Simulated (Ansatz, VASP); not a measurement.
Two plane-wave programs on BiTe

INCAR

```
  PREC = Accurate
  ENCUT = 520
  EDIFF = 1E-8
  ISMEAR = -1
  SIGMA = 0.08
  LREAL = F
  LASPH = T
  NELM = 100
  ALGO = Normal
  ISIF = 2
  LWAVE = F
  LCHARG = F
  GGA = CA
  LEFG = T
  NBANDS = 18
```

The input KPOINTS:

```
Automatic mesh
0
Gamma
  10 10 10
```

Contents of POSCAR:

```
BiTe
1.0
    0.0000000000      3.2350000000      3.2350000000
    3.2350000000      0.0000000000      3.2350000000
    3.2350000000      3.2350000000      0.0000000000
Bi Te
1 1
Direct
    0.0000000000      0.0000000000      0.0000000000
    0.5000000000      0.5000000000      0.5000000000
```

Input for Ansatz:

```yaml
crystal:
  lattice:
    - [0.0, 3.235, 3.235]
    - [3.235, 0.0, 3.235]
    - [3.235, 3.235, 0.0]
  atoms:
    - { symbol: Bi, position: [0.0, 0.0, 0.0] }
    - { symbol: Te, position: [0.5, 0.5, 0.5] }
kpoints:
  mp_grid: { grid: [10, 10, 10] }
  band_path:
    path:
      - [0.0, 0.0, 0.0]
      - [0.5, 0.0, 0.5]
      - [0.625, 0.25, 0.625]
      - [0.375, 0.375, 0.75]
      - [0.0, 0.0, 0.0]
      - [0.5, 0.5, 0.5]
      - [0.5, 0.25, 0.75]
      - [0.5, 0.0, 0.5]
    npoints: 14
scf:
  occupations: { method: fermi_dirac, width: 0.08 }
hamiltonian:
  xc: lda
  pseudopotentials: { kind: paw }
output:
  forces: true
  stress: true
  eigenvalues: true
  efg: { contact_densities: true }
  populations: true
  bader: true
  dos: { projected: true, de: 0.2, e_range: [-14, 8] }
  write_density: true
  write_potential: true
  elf: true
  volumetric_format: npy
```

Alike in both runs: task electric field gradients; functional LDA; k mesh 10 × 10 × 10; occupations fermi-dirac, width 0.08 eV; no spin polarisation.

```csv
,VASP,Ansatz
version,VASP 6.6.1,Ansatz 0.2.0
potentials or method,"VASP PAW LDA potentials, release 64 (Bi_d, Te)","PAW with Ansatz's default frozen-core files, scalar-relativistic"
plane-wave cutoff (eV),520,420
valence electrons in the cell,21,31
```

Ansatz gave:

| Quantity | Value |
| --- | --- |
| pressure (GPa) | -2.8 |
| Vzz of the field gradient on the site that differs most (V/Å²) | 0.0 |

Problem. What did VASP give for the same quantities?

Solution. Pressure (GPa): -2.7; Vzz of the field gradient on the site that differs most (V/Å²): 0.0.

The two sets of potentials don't hold the same shells in valence. Ansatz warned: «gradients_without_spin_orbit».

Caveats: spin-orbit coupling is left out, which moves the levels of the heavy elements.
